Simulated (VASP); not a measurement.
# O2CH in VASP: further runs, part 2 of 2

VASP 6.6.1.

## Step 3: Single point, PBE, collinear spin, ferromagnetic start

File INCAR:

```
PREC = Accurate
ENCUT = 400
EDIFF = 1E-6
ISMEAR = 0
SIGMA = 0.01
LREAL = F
LASPH = T
NELM = 100
ALGO = Fast
ISIF = 2
LWAVE = F
LCHARG = F
ISPIN = 2
MAGMOM = 0.5 0.5 0.5 0.5
LORBIT = 11
NUPDOWN = 1
GGA = PE
NBANDS = 20
ISYM = 0
```

File KPOINTS:

```
regular mesh
0
Gamma
  1 1 1
```

File POSCAR:

```
HCO2                                    
1.0
   12.5008549775      0.0000000000      0.0000000000
    0.0000000000     13.0008549775      0.0000000000
    0.0000000000      0.0000000000     13.5008549775
  O               C               H             
     2     1     1
Selective dynamics
Direct
     0.5048703041000024    0.5354628166000026    0.4133508594999995   F   F   F
     0.4255790350312328    0.4923009787624666    0.5662560215449306   T   T   T
     0.4922508209889021    0.5054041277967326    0.4995861904793927   T   T   T
     0.5753364729397550    0.4793660221624146    0.5296561260106512   T   T   T
```

Potentials or basis: VASP PAW PBE potentials, release 64 (O, C, H).

Launch:

```sh
cat potpaw_PBE.64/O/POTCAR potpaw_PBE.64/C/POTCAR potpaw_PBE.64/H/POTCAR > POTCAR
mpirun -np 4 vasp_gam > vasp.out
```

OUTCAR:

```text
PREC = Accurate
   ENCUT = 400
   EDIFF = 1E-6
   ISMEAR = 0
   LREAL = F
   LASPH = T
   NELM = 100
   ISIF = 2
   ISPIN = 2
   LORBIT = 11
   NUPDOWN = 1
   GGA = PE
   ISYM = 0

 ion  position               nearest neighbor table
   1  0.505  0.535  0.413-   3 1.24
   2  0.426  0.492  0.566-   3 1.24
   3  0.492  0.505  0.500-   4 1.17   1 1.24   2 1.24
   4  0.575  0.479  0.530-   3 1.17

IMPORTANT INFORMATION: All symmetrisations will be switched off!
NOSYMM: (Re-)initialisation of all symmetry stuff for point group C_1.

----------------------------------------------------------------------------------------

                                     Primitive cell

  volume of cell :    2194.1833

  direct lattice vectors                    reciprocal lattice vectors
    12.500854977  0.000000000  0.000000000     0.079994529  0.000000000  0.000000000
     0.000000000 13.000854977  0.000000000     0.000000000  0.076918018  0.000000000
     0.000000000  0.000000000 13.500854977     0.000000000  0.000000000  0.074069383

  length of vectors
    12.500854977 13.000854977 13.500854977     0.079994529  0.076918018  0.074069383

  position of ions in fractional coordinates (direct lattice)
     0.504870304  0.535462817  0.413350859
     0.425579035  0.492300979  0.566256022
     0.492250821  0.505404128  0.499586190
     0.575336473  0.479366022  0.529656126

  ion indices of the primitive-cell ions
   primitive index   ion index
                 1           1
                 2           2
                 3           3
                 4           4

----------------------------------------------------------------------------------------

 KPOINTS: regular mesh

Automatic generation of k-mesh.
 Grid dimensions read from file:
 generate k-points for:    1    1    1

 Generating k-lattice:

  Cartesian coordinates                     Fractional coordinates (reciprocal lattice)
     0.079994529  0.000000000  0.000000000     1.000000000  0.000000000  0.000000000
     0.000000000  0.076918018  0.000000000     0.000000000  1.000000000  0.000000000
     0.000000000  0.000000000  0.074069383     0.000000000  0.000000000  1.000000000

  Length of vectors
     0.079994529  0.076918018  0.074069383

  Shift w.r.t. Gamma in fractional coordinates (k-lattice)
     0.000000000  0.000000000  0.000000000

 Subroutine IBZKPT returns following result:
 ===========================================

 Found      1 irreducible k-points:

 Following reciprocal coordinates:
            Coordinates               Weight
  0.000000  0.000000  0.000000      1.000000
   k-points           NKPTS =      1   k-points in BZ     NKDIM =      1   number of bands    NBANDS=     20
   number of dos      NEDOS =    301   number of ions     NIONS =      4
   total plane-waves  NPLWV = 680400
   dimension x,y,z NGX =    84 NGY =   90 NGZ =   90
   dimension x,y,z NGXF=   168 NGYF=  180 NGZF=  180
   ions per type =               2   1   1
   NGX,Y,Z   is equivalent  to a cutoff of  11.17, 11.51, 11.08 a.u.
   NGXF,Y,Z  is equivalent  to a cutoff of  22.34, 23.02, 22.16 a.u.
 SYSTEM =  unknown system
   PREC   = accura    normal or accurate (medium, high low for compatibility)
   ISTART =      0    job   : 0-new  1-cont  2-samecut
   ICHARG =      2    charge: 1-file 2-atom 10-const
   ISPIN  =      2    spin polarized calculation?
   LNONCOLLINEAR =      F non collinear calculations
   LSORBIT =      F    spin-orbit coupling
   LASPH  =      T    aspherical Exc in radial PAW
   ENCUT  =  400.0 eV  29.40 Ry    5.42 a.u.  20.39 21.20 22.02*2*pi/ulx,y,z
   NELM   =    100;   NELMIN=  2; NELMDL= -5     # of ELM steps
   EDIFF  = 0.1E-05   stopping-criterion for ELM
   LREAL  =      F    real-space projection
   EDIFFG = 0.1E-04   stopping-criterion for IOM
   NSW    =      0    number of steps for IOM
   IBRION =     -1    ionic relax: 0-MD 1-quasi-New 2-CG
   NFREE  =      0    steps in history (QN), initial steepest desc. (CG)
   ISIF   =      2    stress and relaxation
   ISYM   =      0    0-nonsym 1-usesym 2-fastsym
   POTIM  = 0.5000    time-step for ionic-motion
   TEBEG  =    0.0;   TEEND  =   0.0 temperature during run
   PSTRESS=    0.0 pullay stress
   NELECT =      17.0000    total number of electrons
   NUPDOWN=       1.0000    fix difference up-down
   EMIN   =  10.00;   EMAX   =-10.00  energy-range for DOS
   EFERMI =   0.00;   METHOD = LEGACY
   ISMEAR =     0;   SIGMA  =   0.01  broadening in eV -4-tet -1-fermi 0-gaus
   EFERMI_NEDOS =   21; number of points for ismear=-14 and -15
   IALGO  =     68    algorithm
   IMIX   =      4    mixing-type and parameters
     AMIX     =   0.40;   BMIX     =  1.00
     AMIX_MAG =   1.60;   BMIX_MAG =  1.00
  volume/ion in A,a.u.               =     548.55      3701.77
  Fermi-wavevector in a.u.,A,eV,Ry     =   0.323942  0.612161  1.427771  0.104938
  Thomas-Fermi vector in A             =   1.213633
   LORBIT       =     11    0 simple, 1 ext, 2 COOP (PROOUT), +10 PAW based schemes
   GGA     = PE    functional components
   LHFCALC =     F    Hartree Fock is set to
   AEXX    =    0.0000 exact exchange contribution
   IVDW    =     0    specifies the selected vdW correction
   LEPSILON=     F    determine dielectric tensor
   LRPA    =     F    only Hartree local field effects (RPA)
 spin polarized calculation
 RMM-DIIS sequential band-by-band and
 Gauss-broadening in eV      SIGMA  =   0.01
  energy-cutoff  :      400.00
  volume of cell :     2194.18
 maximum number of plane-waves:     19912
 NGX is ok and might be reduce to    84
   NGX = 41   NGY = 43   NGZ = 45

 number of electron      17.0000004 magnetization       1.0000021

 Free energy of the ion-electron system (eV)
  ---------------------------------------------------
  ext. energy  EPLUGINS =         0.00000000
  ---------------------------------------------------
  free energy    TOTEN  =       -24.17194185 eV

  energy without entropy =      -24.17194185  energy(sigma->0) =      -24.17194185

 E-fermi :  -7.7530     XC(G=0):  -0.4076

 val. band max:       -7.8575882970   @ k =   0.0000   0.0000   0.0000
 cond. band min:      -6.5309384209   @ k =   0.0000   0.0000   0.0000
 fundamental gap:      1.3266498761
 Fermi energy:        -7.7530050765

 spin component 1

 k-point     1 :       0.0000    0.0000    0.0000
  band No.  band energies     occupation
      1     -28.4461      1.00000
      2     -26.8701      1.00000
      3     -15.6164      1.00000
      4     -12.9731      1.00000
      5     -12.3239      1.00000
      6     -11.8134      1.00000
[... 12 lines left out ...]
     19       1.4331      0.00000
     20       1.4572      0.00000
 Fermi energy:        -7.7530050765

 spin component 2

 k-point     1 :       0.0000    0.0000    0.0000
  band No.  band energies     occupation
      1     -28.0269      1.00000
      2     -26.3538      1.00000
      3     -14.9202      1.00000
      4     -12.6389      1.00000
      5     -11.8569      1.00000
      6     -11.6964      1.00000
[... 12 lines left out ...]
     19       1.4520      0.00000
     20       1.4752      0.00000

------------------------ aborting loop because EDIFF is reached ----------------------------------------

  FORCE on cell =-STRESS in cart. coord.  units (eV):
  Direction    XX          YY          ZZ          XY          YZ          ZX
  --------------------------------------------------------------------------------------
  -------------------------------------------------------------------------------------
  Total       -1.5371271     -1.6044424     -1.3468094      0.0224228     -0.0833581     -0.1116157
  in kB       -1.1223995     -1.1715527     -0.9834308      0.0163730     -0.0608675     -0.0815010
  external PRESSURE =      -1.0924610 kB  Pullay stress =       0.0000000 kB

 VOLUME and BASIS-vectors are now :
 -----------------------------------------------------------------------------
  energy-cutoff  :      400.00
  volume of cell :     2194.18
      direct lattice vectors                 reciprocal lattice vectors
    12.500854977  0.000000000  0.000000000     0.079994529  0.000000000  0.000000000
     0.000000000 13.000854977  0.000000000     0.000000000  0.076918018  0.000000000
     0.000000000  0.000000000 13.500854977     0.000000000  0.000000000  0.074069383

 POSITION                                       TOTAL-FORCE (eV/Angst)
 -----------------------------------------------------------------------------------
      6.31131      6.96147      5.58059         0.004891      0.004903     -0.023987
      5.32010      6.40033      7.64494         0.002257     -0.000682      0.006622
      6.15356      6.57069      6.74484        -0.000024     -0.005696      0.017601
      7.19220      6.23217      7.15081        -0.007125      0.001475     -0.000235
 -----------------------------------------------------------------------------------
    total drift:                               -0.000294     -0.000257      0.001240

  FREE ENERGIE OF THE ION-ELECTRON SYSTEM (eV)
  ---------------------------------------------------
  free  energy   TOTEN  =       -24.1719418507 eV

  energy  without entropy=      -24.1719418507  energy(sigma->0) =      -24.17194185

 total charge

# of ion       s       p       d       tot
------------------------------------------
    1        1.629   3.458   0.000   5.087
    2        1.629   3.458   0.000   5.087
    3        0.889   1.758   0.000   2.646
    4        0.544   0.034   0.000   0.578
--------------------------------------------------
tot          4.691   8.707   0.000  13.398

 magnetization (x)

# of ion       s       p       d       tot
------------------------------------------
    1        0.004   0.302   0.000   0.306
    2        0.004   0.302   0.000   0.306
    3       -0.010  -0.017   0.000  -0.027
    4        0.158  -0.001   0.000   0.157
--------------------------------------------------
tot          0.156   0.587   0.000   0.743
```

Run time: 56 s. Hardware: 4 MPI ranks of Intel Xeon 6975P-C (Granite Rapids), shared host; peak memory 0.62 GiB.

Results:

| Quantity | Value |
| --- | --- |
| Free energy | -24.1719 eV |
| Largest force | 0.025 eV/Å |
| Net moment | 1.00 μB per cell |
| Site moments | O +0.31; C -0.03; H +0.16 μB |
| Valence electrons inside the program's atomic spheres | O 5.09; C 2.65; H 0.58 |

Forces in eV/Å, atoms in the order of the input:
```
O    0.005  0.005 -0.024
O    0.002 -0.001  0.007
C    0.000 -0.006  0.018
H   -0.007  0.001  0.000
```

Caveat: the cutoff is under 1.25 times the usual one of these potentials, so pressure, stress and relaxed cells hold a basis-set (Pulay) error; the standard files for N, O and F lose accuracy on very short bonds; the total moment is fixed, so each spin has its own Fermi level.

## Step 4: Single point, RPBE, collinear spin, ferromagnetic start

INCAR: that of step 3 with these lines changed.

```diff
@@ -16,3 +16,3 @@
 NUPDOWN = 1
-GGA = PE
+GGA = RP
 NBANDS = 20
```

KPOINTS is that of step 3.

POSCAR is that of step 3.

Potentials or basis: VASP PAW PBE potentials, release 64 (O, C, H).

Launch:

```sh
cat potpaw_PBE.64/O/POTCAR potpaw_PBE.64/C/POTCAR potpaw_PBE.64/H/POTCAR > POTCAR
mpirun -np 4 vasp_gam > vasp.out
```

OUTCAR:

```text
PREC = Accurate
   ENCUT = 400
   EDIFF = 1E-6
   ISMEAR = 0
   LREAL = F
   LASPH = T
   NELM = 100
   ISIF = 2
   ISPIN = 2
   LORBIT = 11
   NUPDOWN = 1
   GGA = RP
   ISYM = 0

 ion  position               nearest neighbor table
   1  0.505  0.535  0.413-   3 1.24
   2  0.426  0.492  0.566-   3 1.24
   3  0.492  0.505  0.500-   4 1.17   1 1.24   2 1.24
   4  0.575  0.479  0.530-   3 1.17

IMPORTANT INFORMATION: All symmetrisations will be switched off!
NOSYMM: (Re-)initialisation of all symmetry stuff for point group C_1.

----------------------------------------------------------------------------------------

                                     Primitive cell

  volume of cell :    2194.1833

[... 175 lines left out ...]
     20       1.4450      0.00000

------------------------ aborting loop because EDIFF is reached ----------------------------------------

  FORCE on cell =-STRESS in cart. coord.  units (eV):
  Direction    XX          YY          ZZ          XY          YZ          ZX
  --------------------------------------------------------------------------------------
  -------------------------------------------------------------------------------------
  Total       -1.2117599     -1.4632134     -0.5844910      0.0800991     -0.2759131     -0.3961787
  in kB       -0.8848187     -1.0684283     -0.4267912      0.0584878     -0.2014698     -0.2892870
  external PRESSURE =      -0.7933460 kB  Pullay stress =       0.0000000 kB

 VOLUME and BASIS-vectors are now :
 -----------------------------------------------------------------------------
  energy-cutoff  :      400.00
  volume of cell :     2194.18
      direct lattice vectors                 reciprocal lattice vectors
    12.500854977  0.000000000  0.000000000     0.079994529  0.000000000  0.000000000
     0.000000000 13.000854977  0.000000000     0.000000000  0.076918018  0.000000000
     0.000000000  0.000000000 13.500854977     0.000000000  0.000000000  0.074069383

 POSITION                                       TOTAL-FORCE (eV/Angst)
 -----------------------------------------------------------------------------------
      6.31131      6.96147      5.58059         0.048246      0.132210     -0.398911
      5.32010      6.40033      7.64494        -0.270956     -0.052860      0.291178
      6.15356      6.57069      6.74484         0.215785     -0.076196      0.102430
      7.19220      6.23217      7.15081         0.006925     -0.003154      0.005303
 -----------------------------------------------------------------------------------
    total drift:                               -0.000365     -0.000220      0.001181

  FREE ENERGIE OF THE ION-ELECTRON SYSTEM (eV)
  ---------------------------------------------------
  free  energy   TOTEN  =       -23.5434509348 eV

  energy  without entropy=      -23.5434509348  energy(sigma->0) =      -23.54345093

 total charge

# of ion       s       p       d       tot
------------------------------------------
    1        1.634   3.461   0.000   5.095
    2        1.634   3.460   0.000   5.095
    3        0.897   1.753   0.000   2.650
    4        0.550   0.034   0.000   0.584
--------------------------------------------------
tot          4.715   8.708   0.000  13.423

 magnetization (x)

# of ion       s       p       d       tot
------------------------------------------
    1        0.004   0.305   0.000   0.309
    2        0.004   0.304   0.000   0.308
    3       -0.010  -0.019   0.000  -0.029
    4        0.158  -0.001   0.000   0.157
--------------------------------------------------
tot          0.156   0.589   0.000   0.745
```

stdout:

```text
POSCAR found type information on POSCAR O C H
 POSCAR found :  3 types and       4 ions
 scaLAPACK will be used
 -----------------------------------------------------------------------------
|                                                                             |
|                                                                             |
|     You enforced a specific xc type in the INCAR file but a different       |
|     I HOPE YOU KNOW WHAT YOU ARE DOING!                                     |
|                                                                             |
 -----------------------------------------------------------------------------

 LDA part: xc-table for (Slater+PW92), standard interpolation
 POSCAR, INCAR and KPOINTS ok, starting setup
 FFT: planning ... GRIDC
 FFT: planning ... GRID_SOFT
 FFT: planning ... GRID
 WAVECAR not read
 entering main loop
```

Wall time 55 s (4 MPI ranks of Intel Xeon 6975P-C (Granite Rapids), shared host); peak memory 0.65 GiB.

What came out:

| Property | Result |
| --- | --- |
| Free energy | -23.5435 eV |
| Largest force | 0.423 eV/Å |
| Net moment | 1.00 μB per cell |
| Site moments | O +0.31; C -0.03; H +0.16 μB |
| Valence electrons inside the program's atomic spheres | O 5.09; C 2.65; H 0.58 |

Forces on the atoms (eV/Å):
```
O    0.048  0.132 -0.399
O   -0.271 -0.053  0.291
C    0.216 -0.076  0.102
H    0.007 -0.003  0.005
```

Caveat: the cutoff is under 1.25 times the usual one of these potentials, so pressure, stress and relaxed cells hold a basis-set (Pulay) error; the standard files for N, O and F lose accuracy on very short bonds; the PAW data sets were made with another functional, which shifts forces and pressure a little; the total moment is fixed, so each spin has its own Fermi level.

## Step 5: Summary

| task | level | cell | atoms held fixed (from 0) | moment (μB) | largest force (eV/Å) |
| --- | --- | --- | --- | --- | --- |
| relaxation of the atoms | PBE+D3(BJ) | atoms relaxed | [0] | 1.00 | - |
| single point | PBE | as given | - | 1.00 | 0.02 |
| single point | RPBE | as given | - | 1.00 | 0.42 |

Alike in all rows: potentials or basis VASP PAW PBE potentials, release 64 (O, C, H); spin collinear, ferromagnetic start; fixed moment (μB) 1; k mesh 1 × 1 × 1; cutoff (eV) 400; smearing gaussian 0.01 eV.

Caveats: the cutoff is under 1.25 times the usual one of these potentials, so pressure, stress and relaxed cells hold a basis-set (Pulay) error; the standard files for N, O and F lose accuracy on very short bonds; the total moment is fixed, so each spin has its own Fermi level; the PAW data sets were made with another functional, which shifts forces and pressure a little (some runs).

Absolute energies hang on the potentials; compare differences alone.
